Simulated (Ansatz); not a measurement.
**SrCl2: energy along a strain**

SrCl2, Fm-3m, a = 6.971 Å (as given, not relaxed at this level: 1.1 GPa). The structure is a COD entry; whether it is the stable form wasn't checked. Ansatz: PBE, PAW, 420 eV, Γ-centred 6×6×6 mesh on 3 atoms, Gaussian smearing 0.05 eV; no spin polarisation. Cell vectors (Å): 0.000 3.486 3.486; 3.486 0.000 3.486; 3.486 3.486 0.000. The cell is strained by x per cent times the pattern (1 -1 0 0 0 0) in the order xx yy zz yz xz xy (engineering shears), with fractional coordinates held. y is the free energy over the start, V0 = 28.230 Å³/atom. Symmetry makes y even in x.

| x (%) | y (meV/atom) |
| --- | --- |
| -4.00 | ? |
| -2.00 | 3.75 |
| 0.00 | 0.00 |
| 0.50 | 0.23 |
| 1.00 | 0.94 |
| 1.50 | 2.11 |
| 2.50 | 5.86 |
| 3.00 | 8.46 |
| 3.50 | 11.54 |

**Question.** Fit y = c2 x² + c4 x⁴ to the other rows, get the stiffness along the pattern, and predict the missing energy.

**Answer.** Least squares on the rows shown. y = 0.93467 x² + 0.00059458 x⁴. The clamped-ion stiffness p·C·p = 2 × 9.347 eV × 160.2 / 28.230 Å³ = 106 GPa (second derivative at the start, which stands under stress). At x = -4.00 the fit asked for gives 15.11 meV/atom. The run gave 15.11 meV/atom, the same to the digits shown.